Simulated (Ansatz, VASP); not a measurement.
## Si2Mo: VASP beside Ansatz

```
Mo Si
1.0
    -1.56734    1.56734    3.85026
     1.56734   -1.56734    3.85026
     1.56734    1.56734   -3.85026
Mo Si
1 2
Direct
  0.00000 0.00000 0.00000
  0.66700 0.66700 0.00000
  0.33300 0.33300 0.00000
```

Change from the starting cell: volume scaled by 0.94.

Alike in both runs: task single point; functional PBE; k mesh 12 × 12 × 12; occupations fermi-dirac, width 0.05 eV; no spin polarisation.

|  | VASP | Ansatz |
| --- | --- | --- |
| version | VASP 6.6.1 | Ansatz 0.2.0 |
| potentials or method | VASP PAW PBE potentials, release 64 (Mo_sv, Si) | Ansatz PAW |
| plane-wave cutoff (eV) | 520 | 420 |
| valence electrons in the cell | 22 | 22 |

```csv
,VASP,Ansatz,Ansatz less VASP
gap on the k mesh at the Fermi level (eV),none,none,-
pressure (GPa),17.9,17.7,-0.21
largest component of the traceless stress (GPa),0.55,0.56,+0.010
rms of the force components (eV/Å),0.080,0.083,+0.0029
```

Atom by atom the forces differ by 0.003 eV/Å (rms over components). A gap of «none» marks a metal or a gap that the smearing closes.
